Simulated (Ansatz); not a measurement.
**TaS2 under changes of volume**

One of the cells (18.984 Å³/atom); the others are scaled copies at fixed shape and fractional positions:

```
Ta S
1.0
     3.35000    0.00000    0.00000
    -1.67500    2.90119    0.00000
     0.00000    0.00000    5.86000
Ta S
1 2
Direct
  0.00000 0.00000 0.00000
  0.66667 0.33333 0.75000
  0.33333 0.66667 0.25000
```

* Program: Ansatz 0.2.0
* Functional: PBE
* Potentials or basis: Ansatz PAW polarizable
* Cutoff: 420 eV (not typed: the program's choice for these potentials)
* k mesh: 9 × 9 × 5
* Occupations: fermi-dirac, width 0.05 eV
* Spin: no spin polarisation

```tsv
volume (Å³/atom)	energy over the lowest point (meV/atom)	pressure (GPa)	largest force (eV/Å)
17.845	136.55	20.3	2.405
18.225	?	?	?
18.605	59.63	12.5	1.596
18.984	34.08	9.2	1.232
19.364	16.08	6.1	0.893
19.744	4.94	3.4	0.577
20.123	0.00	0.9	0.282
```

Question: What does the run at 18.225 Å³/atom give?

Answer: Energy over the lowest point 93.50 meV/atom; pressure 16.2 GPa; largest force 1.986 eV/Å.

Worked out: A Birch-Murnaghan fit of order 3 (a polynomial in V^(-2/3)) to the other rows has its minimum at 20.26 Å³/atom, just outside them, with B0 = V·E''(V) = 123 GPa and B' = 4.0 at fixed shape and positions, which overstates the stiffness. It gives 93.49 meV/atom at 18.225 Å³/atom, against the run's 93.50, and -dE/dV = 16.2 GPa, against 16.2.

Energies are extrapolated to zero smearing.

Caveats: this functional lacks dispersion, which binds the layers, so the pressure and a relaxed spacing across them are unreliable; forces of over 1 eV/Å show positions far from the minimum, so gaps and moduli don't describe the material at rest (some runs).
